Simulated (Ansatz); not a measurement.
**WS2: straining the crystal, equal strain of all cell vectors**

An exercise on one series of results from a longer session: the logs are not shown, and one member is left open.

Method: DFT PBEsol, scalar-relativistic, plane waves, PAW, in Ansatz 0.2.0.

## The system as given

It takes space group R3m (No. 160, trigonal). Conventional cell: a = 3.185 Å, b = 3.185 Å, c = 19.469 Å, α = 90.00°, β = 90.00°, γ = 120.00°. W (site symmetry 3m) is surrounded by 6 S at 2.41 Å. S (site symmetry 3m) is surrounded by 3 W at 2.41 Å.

Structure file:

```
W S
1.0
     1.59243    0.91939    6.48980
    -1.59243    0.91939    6.48980
     0.00000   -1.83878    6.48980
W S
1 2
Cartesian
  0.0000 0.0000 0.0130
  0.0000 0.0000 8.0625
  0.0000 0.0000 4.9437
```

The structure comes from the Materials Project (structure only).

Set-up of the first run:

(A quick probe on a coarse mesh, which set the mesh and smearing, is not shown.)

The input, input.yaml:

```yaml
crystal:
  lattice:
    - [1.5924332554, 0.9193917687, 6.4898005779]
    - [-1.5924332554, 0.9193917687, 6.4898005779]
    - [0.0, -1.8387835373, 6.4898005779]
  atoms:
    - { symbol: W, position: [0.00066787, 0.00066787, 0.00066787] }
    - { symbol: S, position: [0.41411232, 0.41411232, 0.41411232] }
    - { symbol: S, position: [0.25391981, 0.25391981, 0.25391981] }
basis:
  ecutwfc: 420
kpoints:
  mp_grid: { grid: [12, 12, 12] }
hamiltonian:
  xc: pbesol
scf:
  occupations: { method: gaussian, width: 0.02 }
output:
  forces: true
  stress: true
  eigenvalues: true
  write_density: true
  write_potential: true
  elf: true
  volumetric_format: npy
relax:
  adjacent_minimum: "off"
  f_tol: 0.005
  max_steps: 80
  cell: { stress_tol: 0.05 }
```

On the command line:

```
ansatz run input.yaml --threads 1 --pin off --max-ram 2560MiB --backend cpu --events-out ev --progress --plain --runs-dir out
```

Among the steps run: The relaxation; Reference cell for the strains; The gap over the whole zone; The cell strained by -1.5 %; The gap over the whole zone at -1.5 %; Strain +1.5 %; Seeking the band edges at +1.5 %; The cell strained by -3.0 %; Band edges over the zone at -3.0 %; The cell strained by +3.0 %; Band edges over the zone at +3.0 %; Strain -4.5 %; Band edges over the zone at -4.5 %; The cell strained by +4.5 %; Seeking the band edges at +4.5 %.

One table of the session follows, with a row left open; its other results are not shown here.

| strain (%) | ΔE (meV/atom) | a (Å) | b (Å) | c (Å) | gap (eV) |
| --- | --- | --- | --- | --- | --- |
| -4.5 | 82.0 | 3.006 | 3.006 | 18.293 | 0.92 |
| -3.0 | 34.7 | 3.053 | 3.053 | 18.580 | 1.02 |
| -1.5 | 8.3 | 3.100 | 3.100 | 18.868 | 1.09 |
| +0.0 | 0.0 | 3.147 | 3.147 | 19.155 | 1.15 |
| +1.5 | ? | ? | ? | ? | ? |
| +3.0 | 29.5 | 3.242 | 3.242 | 19.730 | 0.84 |
| +4.5 | 64.1 | 3.289 | 3.289 | 20.017 | 0.58 |

Estimate the missing values for strain (%) = +1.5.

Worked estimate for «ΔE (meV/atom)». A straight line through the neighbours (0.0, 0.0) and (3.0, 29.5) gives 0.0 + (29.5 − 0.0) × (1.5 − 0.0) / (3.0 − 0.0) = 14.8; a parabola fitted to 4 rows on both sides gives 7.6.

The run gave: ΔE (meV/atom): 7.7; a (Å): 3.194; b (Å): 3.194; c (Å): 19.442; gap (eV): 1.11. In «ΔE (meV/atom)» the line misses by +7.1 and the parabola by -0.1.

ΔE is over the unstrained cell. Stress in GPa, positive in compression, on the Cartesian axes of the input. Gaps are Kohn-Sham gaps over the whole zone.

To keep in mind: The gap runs from 0.92 eV at -4.5 % through 1.15 to 0.58 eV at +4.5 %. Spin-orbit coupling is left out, which matters for the bands of W. Layers here are held mostly by dispersion, which this level lacks, so their spacing and the stiffness across them are unreliable there. Warnings in the runs' records: stress scf threshold loose.
